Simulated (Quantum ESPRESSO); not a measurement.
# Optical response of CaSe, part 3 of 3

Wanted: where CaSe starts to absorb, how strongly, and its refractive index. The cell comes from an older database entry, whose edges can differ from later determinations, mostly by under a per cent.

Quantum ESPRESSO 7.5; DFT, PBE, plane waves with norm-conserving potentials (PseudoDojo), scalar-relativistic, independent-particle optical response without local fields and without the non-local commutator.

So far. Step 2 (Ground state): There is a gap, 2.09 eV on this mesh (points off the mesh can give less), so no carriers' term is needed.

The database entry behind the starting cell differs from later determinations by our own check (0.1 to 0.3 % short, probably kX units), so it need not match the best structure at ambient conditions.

## 5. Dielectric function

With the density converged, the vertical transitions are summed over the zone.

This step: DFT, PBE, plane waves with norm-conserving potentials (PseudoDojo), scalar-relativistic, independent-particle optical response without local fields and without the non-local commutator (Quantum ESPRESSO 7.5).

Contents of epsilon.in:

```
&inputpp
  prefix = 'x'
  outdir = './tmp'
  calculation = 'eps'
/
&energy_grid
  smeartype = 'gauss'
  intersmear = 0.2
  wmin = 0.0
  wmax = 22
  nw = 500
/
```

Launch:

```bash
> mpirun -n 4 epsilon.x -nk 4 -in epsilon.in
```

Output:

```text
[banner, memory and clock lines left out]

     Broadcasting variables...

     IMPORTANT: XC functional enforced from input :
     Exchange-correlation= PBE
                           (   1   4   3   4   0   0   0)
     Any further DFT definition will be discarded

     G-vector sticks info

     Fermi energy [eV] is:  7.41419
     The system is a dielectric...
     metallic system: redefining wmin =     0.000000

     Performing eps calculation...

     xx,yy,zz plasmon frequences [eV] are:    14.364282350   14.364282281   14.364282358
```

The job ended after 2 s (4 MPI ranks of Arm Neoverse V2, shared host; peak memory 0.05 GiB; 7.8 s of CPU time).

Numbers from this step:

* electronic dielectric constant ε∞, mean over x, y and z (by symmetry where fewer were run): 6.019
* main peak of Im epsilon, first axis: 6.271 eV
* centre of weight of the strongest loss peak in the window: 14.24 eV

Some rows of epsi_x.dat:

```text
# energy grid [eV]     epsi_x  epsi_y  epsi_z
#
    0.176352705    0.006247691    0.006247691    0.006247691
    1.234468938    0.051711597    0.051711597    0.051711597
    2.292585170    0.174073265    0.174073264    0.174073265
    3.350701403    3.434704219    3.434704217    3.434704219
    4.408817635    6.707550549    6.707550549    6.707550550
    5.466933868    8.887054603    8.887054600    8.887054603
    6.525050100    7.320287444    7.320287443    7.320287445
    7.583166333    5.375120492    5.375120490    5.375120493
    8.641282565    2.783425026    2.783425023    2.783425027
    9.699398798    1.690695340    1.690695336    1.690695341
   10.757515030    2.036975140    2.036975135    2.036975141
   11.815631263    1.222015107    1.222015102    1.222015108
   12.873747495    0.694141801    0.694141795    0.694141802
   13.931863727    0.669815450    0.669815443    0.669815452
   14.989979960    0.532827934    0.532827925    0.532827935
   16.048096192    0.367258623    0.367258613    0.367258625
   17.106212425    0.451667123    0.451667110    0.451667125
   18.164328657    0.188435332    0.188435316    0.188435334
   19.222444890    0.146295749    0.146295730    0.146295751
   20.280561122    0.115842479    0.115842454    0.115842481
   21.338677355    0.093346819    0.093346786    0.093346821
```

The Im ε, any direction has structure finer than the step of the table below, so its rows give means over 1 eV, whole bins alone (the curve runs from 0 to 22 eV). Peaks (eV: height): 4.6: 8.10, 5.2: 8.40, 5.5: 8.89, 6.3: 9.18, 7.0: 8.07, 11.5: 2.47.

Values under the direct gap are tails of Lorentzian lines. The Im ε, any direction by photon energy; means over each step:

| photon energy (eV) | Im ε, any direction |
| --- | --- |
| 1 | 0.0407 |
| 2 | 0.131 |
| 3 | 1.67 |
| 4 | 5.72 |
| 5 | 7.44 |
| 6 | 8.05 |
| 7 | 7.23 |
| 8 | 4.15 |
| 9 | 1.97 |
| 10 | 1.69 |
| 11 | 2.11 |
| 12 | 1.29 |
| 13 | 0.731 |
| 14 | 0.649 |
| 15 | 0.510 |
| 16 | 0.417 |
| 17 | 0.436 |
| 18 | 0.225 |
| 19 | 0.166 |
| 20 | 0.113 |
| 21 | 0.112 |

Re ε, any direction against photon energy:

| photon energy (eV) | Re ε, any direction |
| --- | --- |
| 0 | 6.02 |
| 1 | 6.21 |
| 2 | 6.92 |
| 3 | 9.35 |
| 4 | 7.48 |
| 5 | 6.08 |
| 6 | 2.32 |
| 7 | -0.342 |
| 8 | -1.88 |
| 9 | -2.11 |
| 10 | -0.219 |
| 11 | -0.0277 |
| 12 | -0.708 |
| 13 | -0.0510 |
| 14 | 0.257 |
| 15 | 0.412 |
| 16 | 0.476 |
| 17 | 0.489 |
| 18 | 0.647 |
| 19 | 0.843 |
| 20 | 1.08 |
| 21 | 1.25 |
| 22 | 1.54 |

The loss function −Im 1/ε at q → 0, any direction has structure finer than the step of the table below, so its rows give means over 0.5 eV, whole bins alone (the curve runs from 0 to 22 eV). Peaks (eV: height): 9.57: 0.696, 13.01: 1.56, 13.80: 1.68, 14.42: 1.98, 15.70: 1.41, 17.15: 1.17.

Values under the direct gap are tails of Lorentzian lines. Loss function −Im 1/ε at q → 0, any direction against energy loss; means over each step:

| energy loss (eV) | loss function −Im 1/ε at q → 0, any direction |
| --- | --- |
| 0.5 | 4.9e-4 |
| 1.0 | 0.00103 |
| 1.5 | 0.00165 |
| 2.0 | 0.00251 |
| 2.5 | 0.00425 |
| 3.0 | 0.0153 |
| 3.5 | 0.0365 |
| 4.0 | 0.0606 |
| 4.5 | 0.0726 |
| 5.0 | 0.0878 |
| 5.5 | 0.0975 |
| 6.0 | 0.113 |
| 6.5 | 0.127 |
| 7.0 | 0.136 |
| 7.5 | 0.145 |
| 8.0 | 0.212 |
| 8.5 | 0.221 |
| 9.0 | 0.299 |
| 9.5 | 0.629 |
| 10.0 | 0.579 |
| 10.5 | 0.534 |
| 11.0 | 0.485 |
| 11.5 | 0.389 |
| 12.0 | 0.623 |
| 12.5 | 0.948 |
| 13.0 | 1.36 |
| 13.5 | 1.47 |
| 14.0 | 1.35 |
| 14.5 | 1.76 |
| 15.0 | 1.25 |
| 15.5 | 1.31 |
| 16.0 | 1.02 |
| 16.5 | 0.787 |
| 17.0 | 1.04 |
| 17.5 | 0.724 |
| 18.0 | 0.460 |
| 18.5 | 0.308 |
| 19.0 | 0.226 |
| 19.5 | 0.127 |
| 20.0 | 0.0954 |
| 20.5 | 0.0917 |
| 21.0 | 0.0722 |
| 21.5 | 0.0505 |

The refractive index n and extinction k by photon energy:

| photon energy (eV) | n | k |
| --- | --- | --- |
| 0 | 2.45 | 0 |
| 1 | 2.49 | 0.00791 |
| 2 | 2.63 | 0.0227 |
| 3 | 3.07 | 0.253 |
| 4 | 2.92 | 1.03 |
| 5 | 2.75 | 1.22 |
| 6 | 2.27 | 1.68 |
| 7 | 1.94 | 2.02 |
| 8 | 1.07 | 1.73 |
| 9 | 0.535 | 1.55 |
| 10 | 0.855 | 0.975 |
| 11 | 0.994 | 1.01 |
| 12 | 0.555 | 1.01 |
| 13 | 0.543 | 0.589 |
| 14 | 0.717 | 0.506 |
| 15 | 0.739 | 0.365 |
| 16 | 0.734 | 0.250 |
| 17 | 0.775 | 0.335 |
| 18 | 0.817 | 0.143 |
| 19 | 0.922 | 0.0817 |
| 20 | 1.04 | 0.0527 |
| 21 | 1.12 | 0.0536 |
| 22 | 1.24 | 0.0363 |

The reflectivity at normal incidence, any direction has structure finer than the step of the table below, so its rows give means over 1 eV, whole bins alone (the curve runs from 0 to 22 eV). Peaks (eV: height): 7.8: 46.7, 9.0: 55.3, 11.7: 42.8, 14.3: 19.2.

Reflectivity at normal incidence, any direction against photon energy; means over each step:

| photon energy (eV) | reflectivity at normal incidence, any direction (%) |
| --- | --- |
| 1 | 18.3 |
| 2 | 20.3 |
| 3 | 25.9 |
| 4 | 29.5 |
| 5 | 30.8 |
| 6 | 34.0 |
| 7 | 38.4 |
| 8 | 42.6 |
| 9 | 43.2 |
| 10 | 20.2 |
| 11 | 21.5 |
| 12 | 36.0 |
| 13 | 23.1 |
| 14 | 14.6 |
| 15 | 8.05 |
| 16 | 4.86 |
| 17 | 4.15 |
| 18 | 1.45 |
| 19 | 0.405 |
| 20 | 0.123 |
| 21 | 0.403 |

Optical constants at common wavelengths, from n + ik = √ε:

| wavelength (nm) | n | k | R (%) | 1/α |
| --- | --- | --- | --- | --- |
| 1064 | 2.51 | 0.010 | 18.4 | 8.9 µm |
| 800 | 2.55 | 0.014 | 19.1 | 4.5 µm |
| 532 | 2.72 | 0.034 | 21.4 | 1.3 µm |
| 450 | 2.93 | 0.080 | 24.1 | 446 nm |
| 308 | 2.90 | 1.015 | 28.6 | 24 nm |
| 248 | 2.75 | 1.216 | 29.2 | 16 nm |
| 193 | 1.99 | 1.851 | 35.6 | 8.3 nm |

Below the direct gap, k and the depth come from the tails of the Lorentzian lines, not from transitions.

Rows near the edge hang on the gap, which this functional as a rule makes too small, and phonon-assisted absorption is left out.

## 6. Summary of results

```yaml
electronic_dielectric_constant_eps_infinity_mean_over_x_y_and_z_by_symmetry_where_fewer_were_run_independent_particles: 6.02
main_peak_of_im_epsilon_first_axis: 6.27 eV
centre_of_weight_of_the_strongest_loss_peak_in_the_window_first_axis: 14.2 eV
```

**Reading.** At this level (PBE, independent particles) CaSe has ε∞ = 6.02 and n = 2.48 at 1550 nm, and Im ε peaks at 6.3 eV. Distinct maxima of Im ε, read by a parabola through the highest points, lie at 5.14 eV (8.4), 5.48 eV (8.9), 5.77 eV (8.4) and 6.27 eV (9.2). Excitons and phonon-assisted transitions are missing, and so are local fields; PBE gaps are as a rule too small, which pulls the onset down and ε∞ up. epsilon.x leaves out the commutator of the non-local potential, so its intensities are off, as a rule too high. The sum runs over mesh points, so small or evenly spaced maxima can still be ripples of the mesh.

[Machine, clock, banner and «Message from routine» lines are left out of the logs.]

[Logs are printed without paths, hosts, clocks, repeated set-up lines and the standing remarks that a program may print on its own settings, such as how far it seeks lower states.]

[Hosts, paths, dates, database ids (printed as entryN), source tags and the programs' standing remarks are cut or masked in the printed files.]
